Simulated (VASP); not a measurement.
# Li (Im-3m) in VASP: further runs

One crystal, Li, is run at these levels: PBE+D3(BJ); tasks: single point, relaxation of cell and atoms.

Everything below comes from runs of VASP 6.6.1. Logs are shortened: lines on timing, memory, paths and dates and some standing lists are left out, and cuts for length are marked.

## (1) The structure

Symmetry: Im-3m, No. 229, cubic system. Conventional cell: a = 3.324 Å, b = 3.324 Å, c = 3.324 Å, α = 90.00°, β = 90.00°, γ = 90.00°. Li (site symmetry m-3m) is surrounded by 8 Li at 2.88 Å.

## (2) Single point, PBE+D3(BJ)

Contents of INCAR:

```
SYSTEM = Li
PREC     = Accurate       ! precision mode
ENCUT    = 520            ! plane-wave cutoff, eV
EDIFF    = 1E-6           ! SCF threshold, eV
ISMEAR   = 0              ! smearing method
SIGMA    = 0.1            ! smearing width, eV
LREAL    = .FALSE.        ! projectors in reciprocal space
LASPH    = .TRUE.         ! aspherical terms in the spheres
NELM     = 80             ! most SCF steps
ALGO     = Normal         ! electronic algorithm
ISIF     = 2              ! what is computed and relaxed
LWAVE    = .FALSE.        ! write WAVECAR
LCHARG   = .FALSE.        ! write CHGCAR
GGA      = PE             ! functional
IVDW     = 12             ! dispersion correction
NBANDS   = 8              ! bands
```

Contents of KPOINTS:

```
regular mesh
0
G
  18 18 18
  0 0 0
```

Contents of POSCAR:

```
Li
1.0
   -1.6618312031      1.6618312031      1.6618312031
    1.6618312031     -1.6618312031      1.6618312031
    1.6618312031      1.6618312031     -1.6618312031
Li
1
Direct
    0.0000000000      0.0000000000      0.0000000000
```

Potentials or basis: VASP PAW PBE potentials, release 64 (Li_sv).

Command:

```bash
cat potpaw_PBE.64/Li_sv/POTCAR > POTCAR
mpirun -np 1 vasp_std > vasp.out
```

OUTCAR:

```text
SYSTEM = Li
   PREC = Accurate
   ENCUT = 520
   EDIFF = 1E-6
   ISMEAR = 0
   LREAL = .FALSE.
   LASPH = .TRUE.
   NELM = 80
   ISIF = 2
   GGA = PE
   IVDW = 12
 IVDW          = 12

 ion  position               nearest neighbor table
   1  0.000  0.000  0.000-

  LATTYP: Found a body centered cubic cell.
 ALAT       =     3.3236624062

  Lattice vectors:

 A1 = (  -1.6618312031,   1.6618312031,   1.6618312031)
 A2 = (   1.6618312031,  -1.6618312031,   1.6618312031)
 A3 = (   1.6618312031,   1.6618312031,  -1.6618312031)

Analysis of symmetry for initial positions (statically):
=====================================================================
 Subroutine PRICEL returns:
 Original cell was already a primitive cell.

 Routine SETGRP: Setting up the symmetry group for a
 body centered cubic supercell.

 Subroutine GETGRP returns: Found 48 space group operations
 (whereof 48 operations were pure point group operations)
 out of a pool of 48 trial point group operations.

The static configuration has the point symmetry O_h .

Analysis of symmetry for dynamics (positions and initial velocities):
=====================================================================
 Subroutine PRICEL returns:
 Original cell was already a primitive cell.

 Routine SETGRP: Setting up the symmetry group for a
 body centered cubic supercell.

 Subroutine GETGRP returns: Found 48 space group operations
 (whereof 48 operations were pure point group operations)
 out of a pool of 48 trial point group operations.

The dynamic configuration has the point symmetry O_h .

 Subroutine INISYM returns: Found 48 space group operations
 (whereof 48 operations are pure point group operations),
 and found     1 'primitive' translations

----------------------------------------------------------------------------------------

                                     Primitive cell

  volume of cell :      18.3578

  direct lattice vectors                    reciprocal lattice vectors
    -1.661831203  1.661831203  1.661831203     0.000000000  0.300872916  0.300872916
     1.661831203 -1.661831203  1.661831203     0.300872916  0.000000000  0.300872916
     1.661831203  1.661831203 -1.661831203     0.300872916  0.300872916  0.000000000

  length of vectors
     2.878376077  2.878376077  2.878376077     0.425498558  0.425498558  0.425498558

  position of ions in fractional coordinates (direct lattice)
     0.000000000  0.000000000  0.000000000

  ion indices of the primitive-cell ions
   primitive index   ion index
                 1           1

----------------------------------------------------------------------------------------

 KPOINTS: regular mesh

Automatic generation of k-mesh.
 Grid dimensions read from file:
 generate k-points for:   18   18   18

 Generating k-lattice:

  Cartesian coordinates                     Fractional coordinates (reciprocal lattice)
     0.000000000  0.016715162  0.016715162     0.055555556  0.000000000  0.000000000
     0.016715162  0.000000000  0.016715162     0.000000000  0.055555556  0.000000000
     0.016715162  0.016715162  0.000000000     0.000000000  0.000000000  0.055555556

  Length of vectors
     0.023638809  0.023638809  0.023638809

  Shift w.r.t. Gamma in fractional coordinates (k-lattice)
     0.000000000  0.000000000  0.000000000

 Subroutine IBZKPT returns following result:
 ===========================================

 Found    195 irreducible k-points:

 Following reciprocal coordinates:
            Coordinates               Weight
  0.000000  0.000000  0.000000      1.000000
  0.055556  0.000000  0.000000     12.000000
  0.111111  0.000000  0.000000     12.000000
  0.166667  0.000000  0.000000     12.000000
  0.222222  0.000000  0.000000     12.000000
  0.277778  0.000000  0.000000     12.000000
[... 16 lines left out ...]
  0.333333  0.111111 -0.000000     48.000000
  0.388889  0.111111  0.000000     48.000000
 [... further k-points ...]
   k-points           NKPTS =    195   k-points in BZ     NKDIM =    195   number of bands    NBANDS=      8
   number of dos      NEDOS =    301   number of ions     NIONS =      1
   total plane-waves  NPLWV =  13824
   dimension x,y,z NGX =    24 NGY =   24 NGZ =   24
   dimension x,y,z NGXF=    48 NGYF=   48 NGZF=   48
   ions per type =               1
   NGX,Y,Z   is equivalent  to a cutoff of  13.86, 13.86, 13.86 a.u.
   NGXF,Y,Z  is equivalent  to a cutoff of  27.72, 27.72, 27.72 a.u.
 SYSTEM =  Li
   PREC   = accura    normal or accurate (medium, high low for compatibility)
   ISTART =      0    job   : 0-new  1-cont  2-samecut
   ICHARG =      2    charge: 1-file 2-atom 10-const
   ISPIN  =      1    spin polarized calculation?
   LNONCOLLINEAR =      F non collinear calculations
   LSORBIT =      F    spin-orbit coupling
   LASPH  =      T    aspherical Exc in radial PAW
   ENCUT  =  520.0 eV  38.22 Ry    6.18 a.u.   5.35  5.35  5.35*2*pi/ulx,y,z
   NELM   =     80;   NELMIN=  2; NELMDL= -5     # of ELM steps
   EDIFF  = 0.1E-05   stopping-criterion for ELM
   LREAL  =      F    real-space projection
   EDIFFG = 0.1E-04   stopping-criterion for IOM
   NSW    =      0    number of steps for IOM
   IBRION =     -1    ionic relax: 0-MD 1-quasi-New 2-CG
   NFREE  =      0    steps in history (QN), initial steepest desc. (CG)
   ISIF   =      2    stress and relaxation
   ISYM   =      2    0-nonsym 1-usesym 2-fastsym
   POTIM  = 0.5000    time-step for ionic-motion
   TEBEG  =    0.0;   TEEND  =   0.0 temperature during run
   PSTRESS=    0.0 pullay stress
   NELECT =       3.0000    total number of electrons
   NUPDOWN=      -1.0000    fix difference up-down
   EMIN   =  10.00;   EMAX   =-10.00  energy-range for DOS
   EFERMI =   0.00;   METHOD = LEGACY
   ISMEAR =     0;   SIGMA  =   0.10  broadening in eV -4-tet -1-fermi 0-gaus
   EFERMI_NEDOS =   21; number of points for ismear=-14 and -15
   IALGO  =     38    algorithm
   IMIX   =      4    mixing-type and parameters
     AMIX     =   0.40;   BMIX     =  1.00
     AMIX_MAG =   1.60;   BMIX_MAG =  1.00
  volume/ion in A,a.u.               =      18.36       123.88
  Fermi-wavevector in a.u.,A,eV,Ry     =   0.895038  1.691377 10.899542  0.801094
  Thomas-Fermi vector in A             =   2.017320
   LORBIT       =      0    0 simple, 1 ext, 2 COOP (PROOUT), +10 PAW based schemes
   GGA     = PE    functional components
   LHFCALC =     F    Hartree Fock is set to
   AEXX    =    0.0000 exact exchange contribution
   IVDW    =    12    specifies the selected vdW correction
   LEPSILON=     F    determine dielectric tensor
   LRPA    =     F    only Hartree local field effects (RPA)
 non-spin polarized calculation
 Gauss-broadening in eV      SIGMA  =   0.10
  energy-cutoff  :      520.00
  volume of cell :       18.36
 maximum number of plane-waves:       531
 NGX is ok and might be reduce to    24
   NGX = 11   NGY = 11   NGZ = 11

 number of electron       3.0000003 magnetization

 Free energy of the ion-electron system (eV)
  ---------------------------------------------------
  ext. energy  EPLUGINS =         0.00000000
  ---------------------------------------------------
  free energy    TOTEN  =        -1.89678607 eV

  energy without entropy =       -1.89427743  energy(sigma->0) =       -1.89553175

 E-fermi :   0.9214     XC(G=0):  -7.2899

 val. band max:        0.8991179441   @ k =   0.2778   0.2222   0.0000
 cond. band min:       0.9466540552   @ k =   0.3333   0.1667  -0.0000
 fundamental gap:      0.0475361112
 Fermi energy:         0.9214354883

 k-point     1 :       0.0000    0.0000    0.0000
  band No.  band energies     occupation
      1     -45.4504      2.00000
      2      -2.7725      2.00000
      3      16.5906      0.00000
      4      16.5906      0.00000
      5      16.5906      0.00000
      6      21.5718      0.00000
      7      21.5718      0.00000
      8      21.5718      0.00000

 k-point     2 :       0.0556    0.0000    0.0000
  band No.  band energies     occupation
      1     -45.4493      2.00000
      2      -2.7116      2.00000
      3      16.1619      0.00000
      4      16.2568      0.00000
      5      16.4767      0.00000
      6      20.4911      0.00000
      7      20.6744      0.00000
      8      21.8703      0.00000

 k-point     3 :       0.1111    0.0000    0.0000
  band No.  band energies     occupation
      1     -45.4468      2.00000
      2      -2.5305      2.00000
      3      14.8774      0.00000
      4      15.5131      0.00000
      5      16.1487      0.00000
      6      19.4143      0.00000
      7      19.4830      0.00000
      8      21.4269      0.00000

 k-point     4 :       0.1667    0.0000    0.0000
  band No.  band energies     occupation
      1     -45.4430      2.00000
      2      -2.2284      2.00000
      3      13.0771      0.00000
      4      14.6812      0.00000
      5      15.6661      0.00000
      6      18.4147      0.00000
      7      18.9514      0.00000
      8      21.3768      0.00000

 k-point     5 :       0.2222    0.0000    0.0000
  band No.  band energies     occupation
      1     -45.4383      2.00000
      2      -1.8053      2.00000
      3      11.1661      0.00000
      4      13.9047      0.00000
      5      15.1237      0.00000
      6      17.5021      0.00000
      7      18.8103      0.00000
      8      21.6552      0.00000
[... 177 lines left out ...]
 k-point    22 :       0.2778    0.1111    0.0000
  band No.  band energies     occupation
      1     -45.4275      2.00000
      2      -0.4234      2.00000
      3       7.6821      0.00000
      4      11.3769      0.00000
      5      13.1967      0.00000
      6      18.2599      0.00000
      7      19.2512      0.00000
      8      22.9993      0.00000

 k-point    23 :       0.3333    0.1111   -0.0000
  band No.  band energies     occupation
      1     -45.4239      2.00000
      2       0.3116      2.00000
      3       6.2007      0.00000
      4      11.0099      0.00000
      5      12.8491      0.00000
      6      17.9802      0.00000
      7      19.5301      0.00000
      8      23.7150      0.00000

 k-point    24 :       0.3889    0.1111    0.0000
  band No.  band energies     occupation
      1     -45.4216      2.00000
      2       1.0255      0.14099
      3       5.0340      0.00000
      4      10.7884      0.00000
      5      12.6368      0.00000
      6      17.7988      0.00000
      7      19.7725      0.00000
      8      24.4678      0.00000

 [... further k-points ...]

------------------------ aborting loop because EDIFF is reached ----------------------------------------

 Edisp (eV)   -0.18664

 E8    (eV) :    -0.0776

  FORCE on cell =-STRESS in cart. coord.  units (eV):
  Direction    XX          YY          ZZ          XY          YZ          ZX
  --------------------------------------------------------------------------------------
  -------------------------------------------------------------------------------------
  Total      -0.01388    -0.01388    -0.01388    -0.00000    -0.00000     0.00000
  in kB      -1.21100    -1.21100    -1.21100    -0.00000    -0.00000     0.00000
  external pressure =       -1.21 kB  Pullay stress =        0.00 kB

 VOLUME and BASIS-vectors are now :
 -----------------------------------------------------------------------------
  energy-cutoff  :      520.00
  volume of cell :       18.36
      direct lattice vectors                 reciprocal lattice vectors
    -1.661831203  1.661831203  1.661831203     0.000000000  0.300872916  0.300872916
     1.661831203 -1.661831203  1.661831203     0.300872916  0.000000000  0.300872916
     1.661831203  1.661831203 -1.661831203     0.300872916  0.300872916  0.000000000

 POSITION                                       TOTAL-FORCE (eV/Angst)
 -----------------------------------------------------------------------------------
      0.00000      0.00000      0.00000        -0.000000      0.000000     -0.000000
 -----------------------------------------------------------------------------------
    total drift:                               -0.000000     -0.000000      0.000000

  FREE ENERGIE OF THE ION-ELECTRON SYSTEM (eV)
  ---------------------------------------------------
  free  energy   TOTEN  =        -2.0834304479 eV

  energy  without entropy=       -2.0809218024  energy(sigma->0) =       -2.08217613
```

It took 9.6 s on 1 thread of AMD EPYC 9R45 (Zen 5), shared host; peak memory 0.12 GiB.

What came out:

| Item | Value |
| --- | --- |
| Free energy | -2.0834 eV |
| Band gap on the k mesh | none (metal or under the smearing width) |
| Dispersion energy per atom | -0.187 eV |

Levels at points of the mesh, in eV from the Fermi level:
```
           k point  band 1  band 2  band 3  band 4  band 5  band 6
(0.00, 0.00, 0.00)  -46.37   -3.69   15.67   15.67   15.67   20.65
(0.50, 0.00, 0.00)  -46.34    0.21    3.59   11.09   12.64   14.50
(0.50, 0.50, 0.50)  -46.32    5.88    5.88    5.88    8.22    8.22
```

Caveat: the cutoff is under 1.25 times the usual one of these potentials, so pressure, stress and relaxed cells hold a basis-set (Pulay) error; pairwise dispersion overbinds metals, which lowers pressure and volume.

(Part 1 of 2 ends here.)
